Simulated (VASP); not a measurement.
Input of a VASP 6.6.1 run:

INCAR

```
SYSTEM = GaAs
PREC = Accurate
ENCUT = 520
EDIFF = 1E-7
ISMEAR = -1
SIGMA = 0.05
LREAL = .False.
LASPH = .True.
NELM = 60
ALGO = Normal
ISIF = 2
LWAVE = .False.
LCHARG = .False.
GGA = PE
NBANDS = 16
```

KPOINTS

```
Automatic mesh
0
Gamma
  8 8 8
  0 0 0
```

Contents of POSCAR:

```
GaAs
1.0
    0.0000000000      2.8268500000      2.8268500000
    2.8268500000      0.0000000000      2.8268500000
    2.8268500000      2.8268500000      0.0000000000
As Ga
1 1
Direct
    0.7500000000      0.7500000000      0.7500000000
    0.0000000000      0.0000000000      0.0000000000
```

Potentials or basis: VASP PAW PBE potentials, release 64 (As, Ga_d).

Command:

```bash
$ cat potpaw_PBE.64/As/POTCAR potpaw_PBE.64/Ga_d/POTCAR > POTCAR
$ mpirun -np 1 vasp_std > vasp.out
```

Problem. What does it give for the pressure?

Solution. 3.5 GPa.

Problem. What does it give for the band gap on the k mesh?

Solution. 0.52 eV, direct.

**Measured values to compare with.**

“Evidence of valence band perturbations in GaAsN/GaAs(001): A combined variable-angle spectroscopic ellipsometry and modulated photoreflectance investigation”, 2008, arxiv:0805.2212 reports, for a bulk crystal of GaAs at 300 K: band gap 1.418 ± 0.005 eV (direct).

Against the measured gap of GaAs, 1.418 eV (direct; 300 K; “Evidence of valence band perturbations in GaAsN/GaAs(001): A combined variable-angle spectroscopic ellipsometry and modulated photoreflectance investigation”, 2008, arxiv:0805.2212), the calculated 0.52 eV is off by -0.90 eV. 3 values of this kind are on record (1.412 to 1.51 eV); this one was drawn at random among those near their median, those with a stated uncertainty first. Spin-orbit coupling on As, Ga is left out. The value is that of PBE on a finite k mesh, which can miss the band edges, without temperature or zero-point motion. Semilocal functionals fall short of measured gaps as a rule.
